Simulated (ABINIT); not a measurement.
AgCl (Chlorargyrite) in ABINIT: the effect of potentials

The system is AgCl (Chlorargyrite).

```
Ag Cl
1.0
     0.00000    2.73500    2.73500
     2.73500    0.00000    2.73500
     2.73500    2.73500    0.00000
Ag Cl
1 1
Direct
  0.00000 0.00000 0.00000
  0.50000 0.50000 0.50000
```

Alike in all runs:

```yaml
Program: ABINIT 10.8.3 (patched build)
Task: band structure
Functional: r2SCAN
k_mesh: 8 × 8 × 8
Occupations: fermi-dirac, width 0.05 eV
Spin: no spin polarisation
```

| potentials | cutoff | gap on the mesh (eV) | pressure (GPa) |
| --- | --- | --- | --- |
| Ansatz PAW PBE default generated set, frozen core | 490 eV | 1.48 | 2.2 |
| JTH PAW PBE v2.0 | 816 eV | 1.41 | 2.3 |
| SG15 NC PBE v1.2 | 844 eV | 1.40 | 2.4 |
| PseudoDojo NC SR PBE v0.4.1 standard | 1333 eV | ? | ? |

Task: What does the run with potentials PseudoDojo NC SR PBE v0.4.1 standard give?

Result: gap on the mesh 1.32 eV; pressure 1.8 GPa.

Caveats: the PAW data sets were made with another functional, which shifts forces and pressure a little (some runs); the potentials were made for another functional, which shifts forces and pressure (some runs); a meta-GGA on potentials with a model core is unreliable (some runs).

The runs don't all hold the same shells in valence.
